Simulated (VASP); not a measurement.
Runs of VASP 6.6.1 on As. It takes space group P6_3/mmc (No. 194, hexagonal). Conventional cell: a = 2.958 Å, b = 2.958 Å, c = 4.830 Å, α = 90.00°, β = 90.00°, γ = 120.00°. Around As (site symmetry -6m2) lie 12 As at 2.96 Å. The cell was built by a generator and needn't be a form met in nature.

| task | cell | k mesh | cutoff (eV) | gap on the mesh (eV) | pressure (GPa) |
| --- | --- | --- | --- | --- | --- |
| relaxation of cell and atoms | relaxed | 12 × 12 × 7 | 600 | none | 0.0 |
| single point | P6_3/mmc, 21.46 Å³/atom | 20 × 20 × 10 | 520 | none | 0.5 |
| single point | P6_3/mmc, 23.18 Å³/atom | 14 × 14 × 7 | 520 | none | -3.8 |
| single point | P6_3/mmc, 21.46 Å³/atom | 12 × 12 × 7 | 520 | none | 0.2 |
| single point | P6_3/mmc, 21.46 Å³/atom | 14 × 14 × 7 | 520 | none | (a) |

Alike in all rows: level BLYP; potentials or basis VASP PAW PBE potentials, release 64 (As); no spin polarisation; smearing fermi-dirac 0.1 eV.

Question: Fill in the values left out.

Answer: (a) 0.3.

Caveats: the PAW data sets were made with another functional, which shifts forces and pressure a little; the volume moved by over 15 % at a fixed basis, so the end points are rough (some runs).

A k mesh can miss the band edges, and the runs leave out spin-orbit coupling on As.

A gap of «none» marks a metal or a gap under the smearing width.
